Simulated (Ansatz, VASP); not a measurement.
## Two plane-wave programs on KI

File INCAR:

```
PREC = Accurate
ENCUT = 600
EDIFF = 1E-6
ISMEAR = 0
SIGMA = 0.1
LREAL = False
LASPH = True
NELM = 60
ALGO = Normal
ISIF = 3
LWAVE = False
LCHARG = False
GGA = PE
IBRION = 2
NSW = 90
EDIFFG = -0.04
```

KPOINTS

```
regular mesh
0
Gamma
  4 4 4
```

The input POSCAR:

```
KI
1.0
    4.9130351755      0.0000000000      0.0000000000
    0.0000000000      4.9130351755      0.0000000000
    0.0000000000      0.0000000000      5.5531068569
K I
1 1
Direct
    0.0000000000      0.0000000000      0.5000000000
    0.5000000000      0.5000000000      0.5000000000
```

Input for Ansatz:

```yaml
crystal:
  lattice:
    - [4.9130351755, 0.0, 0.0]
    - [0.0, 4.9130351755, 0.0]
    - [0.0, 0.0, 5.5531068569]
  atoms:
    - { symbol: K, position: [0.0, 0.0, 0.5] }
    - { symbol: I, position: [0.5, 0.5, 0.5] }
basis:
  ecutwfc: 420
kpoints:
  mp_grid: { grid: [4, 4, 4] }
hamiltonian:
  xc: pbe
scf:
  occupations: { method: gaussian, width: 0.1 }
  lower_state_search: "off"
output:
  forces: true
  stress: true
  eigenvalues: true
relax:
  adjacent_minimum: "off"
  f_tol: 0.04
  max_steps: 70
  cell: { stress_tol: 0.4 }
```

Alike in both runs: task relaxation of cell and atoms; functional PBE; k mesh 4 × 4 × 4; occupations gaussian, width 0.1 eV; no spin polarisation.

```csv
,VASP,Ansatz
version,VASP 6.6.1,Ansatz 0.2.0
potentials or method,"VASP PAW PBE potentials, release 64 (K_sv, I)","scalar-relativistic, plane waves, PAW"
plane-wave cutoff (eV),600,420
valence electrons in the cell,16,26
```

```csv
,VASP,Ansatz,Ansatz less VASP
"gap on the k mesh at the Fermi level, each at its own relaxed structure (eV)",3.62,3.33,-0.296
relaxed volume (Å³/atom),82.87,67.02,-15.851
relaxed cell length with the largest relative difference (Å),6.890,5.553,-1.3373
energy change over the relaxation (meV/atom),-8,0,+7.8
```

One of these differences is far larger than is usual between the two programs; its cause wasn't traced. The two sets of potentials don't hold the same shells in valence.

Caveats: the volume moved by over 15 % at a fixed basis, so the end points are rough (VASP); spin-orbit coupling is left out, which moves the levels of the heavy elements. A k mesh can miss the band edges.
